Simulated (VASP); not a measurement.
## Ge: relaxation of cell and atoms with PBE

Crystal: Ge.

```xyz
1
Lattice="2.7105 0.0000 0.0000 0.0000 2.7105 0.0000 0.0000 0.0000 2.7105" Properties=species:S:1:pos:R:3 pbc="T T T"
Ge    0.0000    0.0000    0.0000
```

The cell was built by a generator and needn't be a form met in nature.

```
Program                : VASP 6.6.1
Task                   : relaxation of cell and atoms
Functional             : PBE
Potentials or basis    : VASP PAW PBE potentials, release 64 (Ge_d)
Cutoff                 : 600 eV
k mesh                 : 10 × 10 × 10
Occupations            : gaussian, width 0.05 eV
Spin                   : no spin polarisation
Further INCAR settings : ALGO = Normal; EDIFF = 1e-07; IBRION = 2; EDIFFG = -0.005; NSW = 60; ISIF = 3
```

```json
{
  "Relaxed volume": "19.77 Å³/atom",
  "Relaxed cell": "a = 2.704 Å, b = 2.704 Å, c = 2.704 Å, α = 90.00°, β = 90.00°, γ = 90.00°",
  "Space group after relaxing (to 0.05 Å)": "Pm-3m (No. 221)",
  "Energy gained by relaxing": "0.2 meV/atom",
  "Ionic steps": "3",
  "Pressure after relaxing": "0.0 GPa",
  "Band gap on the k mesh": "none (metal or under the smearing width)"
}
```

Step by step:
```
step  energy change (eV)  largest force (eV/Å)  pressure (GPa)  volume (Å³)
   1              0.0000                0.0000           -0.61        19.91
   2             -0.0002                0.0000            0.24        19.69
   3             -0.0002                0.0000           -0.03        19.77
```

Final structure:
```xyz
1
Lattice="2.7042 0.0000 0.0000 0.0000 2.7042 0.0000 0.0000 0.0000 2.7042" Properties=species:S:1:pos:R:3 pbc="T T T"
Ge    0.0000    0.0000    0.0000
```

Levels at points of the mesh, in eV from the Fermi level:
```tsv
k point	band 3	band 4	band 5	band 6	band 7	band 8	band 9	band 10	band 11
(0.00, 0.00, 0.00)	-24.43	-24.43	-24.43	-12.78	6.63	6.63	6.63	10.06	10.06
(0.50, 0.00, 0.00)	-24.49	-24.48	-24.42	-9.04	-5.60	9.51	9.51	13.28	15.26
(0.50, 0.50, 0.00)	-24.48	-24.48	-24.35	-5.07	-2.53	-2.53	3.19	12.33	19.41
(0.50, 0.50, 0.50)	-24.57	-24.35	-24.35	-0.48	0.34	0.34	0.34	6.91	6.91
```

Wall time 19 s on 1 thread of Intel(R) Xeon(R) Platinum 8488C (Sapphire Rapids), with other jobs on the host, peak memory 0.14 GiB.
